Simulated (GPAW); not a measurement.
# CdSe (F-43m) in GPAW: notebook, part 2 of 2

GPAW 26.7.0. Earlier steps stand in the parts before.

**4. Dielectric tensor, PBE (volume scaled by 1.08)**

File run.py:

```python
import numpy as np
from ase.dft.bandgap import bandgap
from ase.io import read, write
from gpaw import GPAW, PW
from gpaw.response.df import DielectricFunction

atoms = read('POSCAR')

calc = GPAW(mode=PW(400),
            xc='PBE',
            kpts={'size': (6, 6, 6), 'gamma': True},
            occupations={'name': 'fermi-dirac', 'width': 0.001},
            nbands=18,
            convergence={'density': 1e-06},
            maxiter=150,
            txt='gpaw.txt')
atoms.calc = calc
energy = atoms.get_potential_energy()
calc.write('gs.gpw')
write('result.traj', atoms)
print(f'Energy: {energy:.6f} eV')
print('Fermi level:', round(calc.get_fermi_level(), 4), 'eV')
print(f'Gap: {bandgap(calc)[0]:.4f} eV, direct: {bandgap(calc, direct=True)[0]:.4f} eV')

for size in [(13, 13, 13), (18, 18, 18)]:
    name = 'x'.join(str(n) for n in size)
    dense = calc.fixed_density(kpts={'size': size, 'gamma': True},
                               nbands=31, convergence={'bands': 25},
                               update_fermi_level=True, txt=f'dense-{name}.txt')
    dense.write(f'{name}.gpw', mode='all')
    df = DielectricFunction(f'{name}.gpw', frequencies=np.array([0.0]), hilbert=False, eta=0.001,
                            ecut=80, nbands=25, intraband=False, txt=f'df-{name}.txt')
    for xc in ['RPA', 'ALDA', 'LR0.1']:
        for direction in ['x', 'y', 'z', [0, 1, 1], [1, 0, 1], [1, 1, 0]]:
            e0, e = df.get_macroscopic_dielectric_constant(xc=xc, direction=direction)
            print(f'{name} {xc} {direction}: {e0:.4f} without, {e:.4f} with local fields')
```

File POSCAR:

```
CdSe
1.0
    0.0000000000      3.1500539396      3.1500539396
    3.1500539396      0.0000000000      3.1500539396
    3.1500539396      3.1500539396      0.0000000000
Cd Se
1 1
Direct
    0.0000000000      0.0000000000      0.0000000000
    0.2500000000      0.2500000000      0.2500000000
```

Potentials or basis: GPAW PAW data sets (gpaw-data 1.2.1), pw.

Started as:

```bash
$ OMP_NUM_THREADS=1 python run.py
```

gpaw.txt:

```text
__  _  _
 | _ |_)|_||  |
 |__||  | ||/\| - 26.7.0

Input parameters:
  mode=PW(ecut=400.0),
  convergence={'density': 1e-06},
  kpts=MonkhorstPack(size=(6, 6, 6), gamma=True),
  maxiter=150,
  nbands=18,
  occupations=Occupations(name='fermi-dirac', width=0.001),
  xc=XC(name='PBE')

Diagonalizing LCAO Hamiltonian
Converting LCAO to pw mode

            Se

       Cd

Atoms  # Å, Bohr magnetons
|   | symbol |        x |        y |        z |    initial magnetic moments |
|---|--------|----------|----------|----------|-----------------------------|
| 0 |     Cd | 0.000000 | 0.000000 | 0.000000 | ( 0.0000,  0.0000,  0.0000) |
| 1 |     Se | 1.575027 | 1.575027 | 1.575027 | ( 0.0000,  0.0000,  0.0000) |

Unit cell  # Å
| periodic |        x |        y |        z |  lengths |    angles |
|----------|----------|----------|----------|----------|-----------|
|      yes | 0.000000 | 3.150054 | 3.150054 | 4.454849 | 60.000000 |
|      yes | 3.150054 | 0.000000 | 3.150054 | 4.454849 | 60.000000 |
|      yes | 3.150054 | 3.150054 | 0.000000 | 4.454849 | 60.000000 |

Number of symmetries: 24
Symmetry operations  # r_c * U_cc + t_c -> r_c
|    | kind |            matrix            |
|----|------|------------------------------|
|  0 |  E   |  1, 0, 0,  0, 1, 0,  0, 0, 1 |
|  1 |  σ   |  1, 0, 0,  0, 0, 1,  0, 1, 0 |
|  2 |  σ   |  1, 0,-1,  0, 1,-1,  0, 0,-1 |
|  3 |  C3  |  1, 0,-1,  0, 0,-1,  0, 1,-1 |
|  4 |  C3  |  1,-1, 0,  0,-1, 1,  0,-1, 0 |
|  5 |  σ   |  1,-1, 0,  0,-1, 0,  0,-1, 1 |
|  6 |  σ   |  0, 1, 0,  1, 0, 0,  0, 0, 1 |
|  7 |  C3  |  0, 1, 0,  0, 0, 1,  1, 0, 0 |
|  8 |  C2  |  0, 1,-1,  1, 0,-1,  0, 0,-1 |
|  9 |  S4  |  0, 1,-1,  0, 0,-1,  1, 0,-1 |
| 10 |  C3  |  0, 0, 1,  1, 0, 0,  0, 1, 0 |
| 11 |  σ   |  0, 0, 1,  0, 1, 0,  1, 0, 0 |
| 12 |  S4  |  0, 0,-1,  1, 0,-1,  0, 1,-1 |
| 13 |  C3  |  0, 0,-1,  0, 1,-1,  1, 0,-1 |
| 14 |  S4  |  0,-1, 1,  1,-1, 0,  0,-1, 0 |
| 15 |  C2  |  0,-1, 1,  0,-1, 0,  1,-1, 0 |
| 16 |  C3  |  0,-1, 0,  1,-1, 0,  0,-1, 1 |
| 17 |  S4  |  0,-1, 0,  0,-1, 1,  1,-1, 0 |
| 18 |  S4  | -1, 1, 0, -1, 0, 1, -1, 0, 0 |
| 19 |  C3  | -1, 1, 0, -1, 0, 0, -1, 0, 1 |
| 20 |  C3  | -1, 0, 1, -1, 1, 0, -1, 0, 0 |
| 21 |  S4  | -1, 0, 1, -1, 0, 0, -1, 1, 0 |
| 22 |  σ   | -1, 0, 0, -1, 1, 0, -1, 0, 1 |
| 23 |  C2  | -1, 0, 0, -1, 0, 1, -1, 1, 0 |

BZ-sampling:
  Number of BZ points: 216
  Number of IBZ points: 16

  Monkhorst-Pack size: [6, 6, 6]
[... 53 lines left out ...]
    |   5s |  2.000 |      -5.655 |    1.191 |
    |   5p |  0.000 |      -1.186 |    1.228 |
    |   4d | 10.000 |     -11.739 |    1.164 |
    |    s |        |      21.556 |    1.191 |
    |    p |        |      26.026 |    1.228 |
    |    d |        |      15.473 |    1.164 |

    Using partial waves for Cd as LCAO basis

  Se:
    name:    Selenium
    Z:       34.0
    valence: 6
    core:    28
    charge:  0.0  # [|e|]
    compensation charges:
      type: gauss
      rc: 0.27  # [Å]
      lmax: 2
    cutoffs:
      filter: 1.77  # [Å]
      core: 2.67  # [Å]
    projectors
    | kind |    occ | energy [eV] | rcut [Å] |
    |------|--------|-------------|----------|
    |   4s |  2.000 |     -17.277 |    0.847 |
    |   4p |  4.000 |      -6.512 |    1.005 |
    |    s |        |       9.935 |    0.847 |
    |    p |        |      20.699 |    1.005 |
    |    d |        |       0.000 |    0.847 |

    Using partial waves for Se as LCAO basis

Reference energy: -218276.650467  # eV

eigensolver:
  PPCG
  Converge bands: occupied
  niter=2

density mixing:
  MSR1-Mixer
  Pratt-step length: 0.05
  Maximum mixing coefficient: 0.75
  Old densities: 10
  SVD Regularization: 0.005
  Good broyden scale: 1.0
  Trust region scale: 1.0
  Backstep threshold: 4.0
  History deletion threshold: 6.0
  Fourier metric: weight=20.0, sigma=0.015

occupation numbers:
  Fermi-Dirac:
    width: 0.0010  # eV

poisson solver:
  ecut: 3200.0  # eV

xc functional:
  name: PBE with 2 nearest neighbor stencil

convergence criteria:
- Maximum integral of absolute [dens]ity change: 1e-06 electrons / valence electron
- Maximum [total energy] change in last 3 cyles: 0.0005 eV / valence electron
- Maximum integral of absolute [eigenst]ate change: 4e-08 eV^2 / valence electron
maximum number of iterations: 150

SCF iterations
|iter     | |      energy | eigst |  dens |
|---------|-|-------------|-------|-------|
|iter:   1| |   -5.936561 | -0.84 |       |
|iter:   2| |   -5.850701 | -2.64 | -1.15 |
|iter:   3| |   -5.556382 | -1.65 | -1.20 |
|iter:   4| |   -5.555436 | -3.56 | -1.79 |
|iter:   5| |   -5.555213c| -4.01 | -2.23 |
|iter:   6| |   -5.555232c| -5.56 | -3.13 |
|iter:   7| |   -5.555235c| -6.72 | -3.53 |
|iter:   8| |   -5.555235c| -7.50c| -4.52 |
|iter:   9| |   -5.555235c| -7.82c| -4.94 |
|iter:  10| |   -5.555235c| -8.40c| -5.84 |
|iter:  11| |   -5.555235c| -8.84c| -6.30c|

Converged in 11 steps
Energy contributions relative to reference atoms: (reference = -218276.650467)

Energy contributions:
  Kinetic:          13.984532
  Coulomb:         -13.228727
  Zero:              0.111950
  External:          0.000000
  Xc:               -6.422990
  Entropy:          -0.000000
  Spinorbit:         0.000000
  ----------------------------
  Free energy:      -5.555235
  Extrapolated:     -5.555235

dipole moment: (-23.770450, -23.770450, -23.770450)  # |e|*Ang

Fermi level: 2.616
Eigenvalues  # (at kpt = [0.000, 0.000, 0.000])
| band index |      eig [eV] | occ [0-2] |
|------------|---------------|-----------|
|          0 |        -9.469 |     2.000 |
|          1 |        -5.007 |     2.000 |
|          2 |        -5.007 |     2.000 |
|          3 |        -5.007 |     2.000 |
|          4 |        -4.729 |     2.000 |
|          5 |        -4.729 |     2.000 |
[... 10 lines left out ...]
|         16 |        14.442 |     0.000 |
|         17 |        14.442 |     0.000 |

Gap: 0.382 eV
Transition (v -> c):
  (s=0, k=0, n=8, [0.00, 0.00, 0.00]) -> (s=0, k=0, n=9, [0.00, 0.00, 0.00])
No difference between direct/indirect transitions
# Writing to gs.gpw (mode='')
```

df-13x13x13.txt:

```text
FrequencyGridDescriptor(from 0.000 to 0.000 eV, 1 points)
FrequencyGridDescriptor(from 0.000 to 0.000 eV, 1 points)

Calculating chi0 body with:
    Ground state adapter containing:
    Number of spins: 1
    Number of kpoints: 2197
    Number of irreducible kpoints: 84
    Number of completely occupied states: 9
    Number of partially occupied states: 9

[... 158 lines left out ...]
      (4,1)   0.00000000  0.00000000  yes
      (4,2)   0.00000000  0.00000000  yes
      (4,3)   0.00000000  0.00000000  yes
      (4,4)   0.00000357  0.00000005  yes
      In total: 0.9999999842910331 of the surface norm square is covered on average
      In total: 0.9999999842910331 of the surface norm square could be covered on average
[... 226 lines left out ...]
Finished calculating f(G)
Calculating LR kernel with alpha = 0.1
Calculating LR kernel with alpha = 0.1
Calculating LR kernel with alpha = 0.1
Calculating LR kernel with alpha = 0.1
Calculating LR kernel with alpha = 0.1
Calculating LR kernel with alpha = 0.1
```

Run time: 5.3 min. Hardware: 1 thread of Arm Neoverse V1, shared host; peak memory 1.3 GiB.

Results:

| Property | Result |
| --- | --- |
| Free energy | -5.5552 eV |
| Band gap on the k mesh | 0.38 eV, direct |
| Electronic dielectric tensor (diagonal) | 8.67 |

Electronic dielectric tensor:
```
8.67 0.00 0.00
0.00 8.67 0.00
0.00 0.00 8.67
```

Caveat: the dielectric constant isn't converged in the k mesh; the gap is small at this level, which inflates the dielectric constant; the long-wavelength limit can be off by several per cent where d states take part. A k mesh can miss the band edges.

**5. One-shot levels on a semilocal density, TPSS (volume scaled by 1.08)**

File run.py:

```python
import numpy as np
from ase.dft.bandgap import bandgap
from ase.io import read, write
from ase.units import Ha
from gpaw import GPAW, PW
from gpaw.hybrids.energy import non_self_consistent_energy
from gpaw.new.pw.nschse import non_self_consistent_matrix_elements

atoms = read('POSCAR')

calc = GPAW(mode=PW(400),
            xc='MGGA_X_TPSS+MGGA_C_TPSS',
            kpts={'size': (5, 5, 5), 'gamma': True},
            occupations={'name': 'fermi-dirac', 'width': 0.001},
            nbands=18,
            convergence={'density': 1e-06, 'bands': 16},
            eigensolver={'name': 'davidson', 'niter': 2},
            maxiter=150,
            txt='gpaw.txt')
atoms.calc = calc
energy = atoms.get_potential_energy()
calc.write('gs.gpw')
write('result.traj', atoms)
print(f'Energy: {energy:.6f} eV')
print('Fermi level:', round(calc.get_fermi_level(), 4), 'eV')
print(f'Gap: {bandgap(calc)[0]:.4f} eV, direct: {bandgap(calc, direct=True)[0]:.4f} eV')

calc.write('wfs.gpw', mode='all')
eps = calc.eigenvalues()
free = calc.get_potential_energy(force_consistent=True)
semilocal_x = free + calc.get_xc_difference('MGGA_X_TPSS')  # without correlation
exact_x = non_self_consistent_energy(calc, 'EXX').sum()
h_x = non_self_consistent_matrix_elements(GPAW('wfs.gpw').dft, 'MGGA_X_TPSS')
h_exx = non_self_consistent_matrix_elements(GPAW('wfs.gpw').dft, 'EXX')
shift = np.einsum('sknn->skn', h_exx - h_x).real * Ha
np.savetxt('shift.dat', shift[..., :16].reshape((-1, 16)), fmt='%.4f')
occupied = eps < calc.get_fermi_level()
for name, a in {'TPSSh': 0.1, 'TPSS0': 0.25}.items():
    levels = (eps + a * shift)[..., :16]
    gap = levels[~occupied[..., :16]].min() - levels[occupied[..., :16]].max()
    print(f'{name}: share {a}, energy {free + a * (exact_x - semilocal_x):.6f} eV, gap {gap:.4f} eV')
```

POSCAR is that of step 4.

Potentials or basis: GPAW PAW data sets (gpaw-data 1.2.1), pw.

Started as:

```bash
$ OMP_NUM_THREADS=1 python run.py
```

gpaw.txt:

```text
__  _  _
 | _ |_)|_||  |
 |__||  | ||/\| - 26.7.0

Input parameters:
  mode=PW(ecut=400.0),
  convergence={'density': 1e-06, 'bands': 16},
  eigensolver=Davidson(niter=2),
  kpts=MonkhorstPack(size=(5, 5, 5), gamma=True),
  maxiter=150,
  nbands=18,
  occupations=Occupations(name='fermi-dirac', width=0.001),
  xc=XC(name='MGGA_X_TPSS+MGGA_C_TPSS')

Diagonalizing LCAO Hamiltonian
Converting LCAO to pw mode

            Se

       Cd

Atoms  # Å, Bohr magnetons
|   | symbol |        x |        y |        z |    initial magnetic moments |
|---|--------|----------|----------|----------|-----------------------------|
| 0 |     Cd | 0.000000 | 0.000000 | 0.000000 | ( 0.0000,  0.0000,  0.0000) |
| 1 |     Se | 1.575027 | 1.575027 | 1.575027 | ( 0.0000,  0.0000,  0.0000) |

Unit cell  # Å
| periodic |        x |        y |        z |  lengths |    angles |
|----------|----------|----------|----------|----------|-----------|
|      yes | 0.000000 | 3.150054 | 3.150054 | 4.454849 | 60.000000 |
|      yes | 3.150054 | 0.000000 | 3.150054 | 4.454849 | 60.000000 |
|      yes | 3.150054 | 3.150054 | 0.000000 | 4.454849 | 60.000000 |

Number of symmetries: 24
Symmetry operations  # r_c * U_cc + t_c -> r_c
|    | kind |            matrix            |
|----|------|------------------------------|
|  0 |  E   |  1, 0, 0,  0, 1, 0,  0, 0, 1 |
|  1 |  σ   |  1, 0, 0,  0, 0, 1,  0, 1, 0 |
|  2 |  σ   |  1, 0,-1,  0, 1,-1,  0, 0,-1 |
|  3 |  C3  |  1, 0,-1,  0, 0,-1,  0, 1,-1 |
|  4 |  C3  |  1,-1, 0,  0,-1, 1,  0,-1, 0 |
|  5 |  σ   |  1,-1, 0,  0,-1, 0,  0,-1, 1 |
|  6 |  σ   |  0, 1, 0,  1, 0, 0,  0, 0, 1 |
|  7 |  C3  |  0, 1, 0,  0, 0, 1,  1, 0, 0 |
|  8 |  C2  |  0, 1,-1,  1, 0,-1,  0, 0,-1 |
|  9 |  S4  |  0, 1,-1,  0, 0,-1,  1, 0,-1 |
| 10 |  C3  |  0, 0, 1,  1, 0, 0,  0, 1, 0 |
| 11 |  σ   |  0, 0, 1,  0, 1, 0,  1, 0, 0 |
| 12 |  S4  |  0, 0,-1,  1, 0,-1,  0, 1,-1 |
| 13 |  C3  |  0, 0,-1,  0, 1,-1,  1, 0,-1 |
| 14 |  S4  |  0,-1, 1,  1,-1, 0,  0,-1, 0 |
| 15 |  C2  |  0,-1, 1,  0,-1, 0,  1,-1, 0 |
| 16 |  C3  |  0,-1, 0,  1,-1, 0,  0,-1, 1 |
| 17 |  S4  |  0,-1, 0,  0,-1, 1,  1,-1, 0 |
| 18 |  S4  | -1, 1, 0, -1, 0, 1, -1, 0, 0 |
| 19 |  C3  | -1, 1, 0, -1, 0, 0, -1, 0, 1 |
| 20 |  C3  | -1, 0, 1, -1, 1, 0, -1, 0, 0 |
| 21 |  S4  | -1, 0, 1, -1, 0, 0, -1, 1, 0 |
| 22 |  σ   | -1, 0, 0, -1, 1, 0, -1, 0, 1 |
| 23 |  C2  | -1, 0, 0, -1, 0, 1, -1, 1, 0 |

BZ-sampling:
  Number of BZ points: 125
  Number of IBZ points: 10

  Monkhorst-Pack size: [5, 5, 5]
[... 74 lines left out ...]
    | kind |    occ | energy [eV] | rcut [Å] |
    |------|--------|-------------|----------|
    |   4s |  2.000 |     -17.277 |    0.847 |
    |   4p |  4.000 |      -6.512 |    1.005 |
    |    s |        |       9.935 |    0.847 |
    |    p |        |      20.699 |    1.005 |
    |    d |        |       0.000 |    0.847 |

    Using partial waves for Se as LCAO basis

Reference energy: -218276.650467  # eV

eigensolver:
  Davidson
  Converge bands: 16
  niter=2

density mixing:
  MSR1-Mixer
  Pratt-step length: 0.05
  Maximum mixing coefficient: 0.75
  Old densities: 10
  SVD Regularization: 0.005
  Good broyden scale: 1.0
  Trust region scale: 1.0
  Backstep threshold: 4.0
  History deletion threshold: 6.0
  Fourier metric: weight=20.0, sigma=0.015

occupation numbers:
  Fermi-Dirac:
    width: 0.0010  # eV

poisson solver:
  ecut: 3200.0  # eV

xc functional:
  name: MGGA_X_TPSS+MGGA_C_TPSS with 2 nearest neighbor stencil

convergence criteria:
- Maximum integral of absolute [dens]ity change: 1e-06 electrons / valence electron
- Maximum [total energy] change in last 3 cyles: 0.0005 eV / valence electron
- Maximum integral of absolute [eigenst]ate change: 4e-08 eV^2 / valence electron
maximum number of iterations: 150

SCF iterations
|iter     | |      energy | eigst |  dens |
|---------|-|-------------|-------|-------|
|iter:   1| |   49.832096 | +3.31 |       |
|iter:   2| |  -19.320687 | +1.27 | -0.72 |
|iter:   3| |  -19.584224 | +0.50 | -1.11 |
|iter:   4| |  -19.186710 | -0.05 | -1.12 |
|iter:   5| |  -19.121272 | -0.59 | -1.36 |
|iter:   6| |  -19.183880 | -1.13 | -1.55 |
|iter:   7| |  -19.145156 | -1.25 | -1.57 |
|iter:   8| |  -19.123824 | -1.59 | -1.78 |
|iter:   9| |  -19.123760 | -2.22 | -2.03 |
|iter:  10| |  -19.122752c| -2.76 | -2.07 |
|iter:  11| |  -19.121912c| -3.29 | -2.14 |
|iter:  12| |  -19.118623c| -3.24 | -2.18 |
|iter:  13| |  -19.118922c| -4.05 | -2.71 |
|iter:  14| |  -19.119047c| -4.03 | -3.27 |
|iter:  15| |  -19.119069c| -4.36 | -3.79 |
|iter:  16| |  -19.119072c| -4.91 | -4.33 |
|iter:  17| |  -19.119072c| -5.43 | -4.87 |
|iter:  18| |  -19.119072c| -6.06 | -5.49 |
|iter:  19| |  -19.119072c| -6.47 | -5.86 |
|iter:  20| |  -19.119072c| -6.84 | -6.52c|
|iter:  21| |  -19.119072c| -7.15 | -6.89c|
|iter:  22| |  -19.119072c| -7.46c| -7.41c|

Converged in 22 steps
Energy contributions relative to reference atoms: (reference = -218276.650467)

Energy contributions:
  Kinetic:          14.249508
  Coulomb:         -13.392354
  Zero:              0.179693
  External:          0.000000
  Xc:              -20.155918
  Entropy:          -0.000000
  Spinorbit:         0.000000
  ----------------------------
  Free energy:     -19.119072
  Extrapolated:    -19.119072

dipole moment: (-23.728916, -23.728916, -23.728916)  # |e|*Ang

Fermi level: 2.723
Eigenvalues  # (at kpt = [0.000, 0.000, 0.000])
| band index |      eig [eV] | occ [0-2] |
|------------|---------------|-----------|
|          0 |        -9.673 |     2.000 |
|          1 |        -5.068 |     2.000 |
|          2 |        -5.068 |     2.000 |
|          3 |        -5.068 |     2.000 |
|          4 |        -4.798 |     2.000 |
|          5 |        -4.798 |     2.000 |
[... 10 lines left out ...]
|         16 |        14.691 |     0.000 |
|         17 |        14.691 |     0.000 |

Gap: 0.615 eV
Transition (v -> c):
  (s=0, k=0, n=8, [0.00, 0.00, 0.00]) -> (s=0, k=0, n=9, [0.00, 0.00, 0.00])
No difference between direct/indirect transitions
# Writing to gs.gpw (mode='')

# Writing to wfs.gpw (mode='all')
```

stdout:

```text
Energy: -19.119072 eV
Fermi level: 2.7233 eV
Gap: 0.6148 eV, direct: 0.6148 eV
IBZ(<points: 10, symmetries: 24>)
Occupied bands: 9
DFT energy: -19.119071962570644 eV
minus DFT-XC energy: 20.15591815924511 eV
Core-core contribution:          -6147.798
Valence-core contribution:        -166.530
Valence-valence contribution:     -182.232
TPSSh: share 0.1, energy -19.615956 eV, gap 1.1785 eV
TPSS0: share 0.25, energy -20.361283 eV, gap 2.0242 eV
```

shift.dat:

```text
-8.3029 -9.4345 -9.4345 -9.4345 -9.4454 -9.4454 -3.7707 -3.7707 -3.7707 1.8669 2.9687 2.9687 2.9687 3.3178 3.4897 3.4897
-8.2616 -9.4517 -9.4518 -9.3538 -9.4376 -9.4532 -4.0230 -3.9881 -3.9881 2.2309 2.5791 3.2649 3.2649 2.6127 3.5940 3.6899
-8.2715 -9.4413 -9.4413 -9.3820 -9.4482 -9.4482 -4.0692 -3.8622 -3.8622 2.0721 2.8149 3.0789 3.0789 3.1197 3.1197 2.9795
-8.2032 -9.4512 -9.4565 -9.4591 -9.4584 -9.2969 -4.8600 -4.4972 -4.2694 3.2914 2.3912 2.8018 2.9896 4.0319 3.5022 4.3141
-8.2363 -9.4506 -9.4483 -9.3870 -9.4473 -9.3950 -4.5930 -4.1961 -3.9328 2.7053 2.6721 2.8078 3.2385 2.9030 3.5815 3.5889
-8.2106 -9.4417 -9.4588 -9.4588 -9.4614 -9.3233 -4.9547 -4.3310 -4.0950 2.7930 2.6235 3.1974 3.2324 3.3797 3.4476 3.2022
-8.1988 -9.4175 -9.4885 -9.4619 -9.4629 -9.2888 -4.9282 -4.5239 -4.2714 2.4572 2.7917 2.9370 3.7396 3.7673 3.6793 4.1564
-8.2047 -9.3655 -9.4899 -9.4899 -9.4651 -9.2864 -4.9291 -4.2918 -4.2918 2.0961 2.7424 3.0636 3.9412 3.9412 3.8503 3.8813
-8.2222 -9.4408 -9.4615 -9.4180 -9.4635 -9.3342 -4.7811 -4.1434 -4.1320 2.7079 2.6467 2.7435 3.3297 3.4193 3.8026 3.2851
-8.2249 -9.4436 -9.4436 -9.4633 -9.4633 -9.3353 -4.9842 -3.9980 -3.9980 2.4499 2.9916 2.9916 3.1265 2.9061 3.5415 3.5415
```

Run time: 4.3 min. Hardware: 1 thread of Arm Neoverse V1, shared host; peak memory 0.52 GiB.

Results:

| Property | Result |
| --- | --- |
| Free energy | -19.1191 eV |
| Band gap on the k mesh | 0.61 eV, direct |

Band gaps from one-shot exact exchange on these states (eV): tpssh 1.18, tpss0 2.02

Caveat: energy and the plain gap are those of the semilocal run; the hybrids' values are one shot on its orbitals and mesh; the PAW data sets were made with another functional, which shifts forces and pressure a little.

**6. Summary**

```tsv
task	level	spin	cell	k mesh	cutoff (eV)	smearing	band path	band points	spin axis theta (degrees)	spin axis phi (degrees)	response ecut	gap on the mesh (eV)	pressure (GPa)
band structure	r2SCAN	off	as given	8 × 8 × 8	600	fermi-dirac 0.05 eV	GXWKGLUWLK,UX	60	-	-	-	1.01	-0.3
band structure	r2SCAN	SOC, no magnetisation	as given	6 × 6 × 6	600	fermi-dirac 0.05 eV	GXWKGLUWLK,UX	80	90	0	-	0.88	-0.3
dielectric tensor	PBE	off	volume scaled by 1.08	6 × 6 × 6	400	fermi-dirac 0.001 eV	-	-	-	-	80 eV	0.38	-
one-shot levels on a semilocal density	TPSS	off	volume scaled by 1.08	5 × 5 × 5	400	fermi-dirac 0.001 eV	-	-	-	-	-	0.61	-
```

Alike in all rows: potentials or basis GPAW PAW data sets (gpaw-data 1.2.1), pw.

Caveats: the PAW data sets were made with another functional, which shifts forces and pressure a little (some runs); spin-orbit coupling was added after a scalar SCF, so levels and gaps hold it while energy, forces, pressure and moments don't (some runs); this program's spin-orbit splittings come out too wide for heavy elements (some runs); the dielectric constant isn't converged in the k mesh (some runs); the gap is small at this level, which inflates the dielectric constant (some runs); the long-wavelength limit can be off by several per cent where d states take part (some runs); energy and the plain gap are those of the semilocal run (some runs).

Total energies depend on the potentials used, so only differences within one code and one set of settings carry meaning.
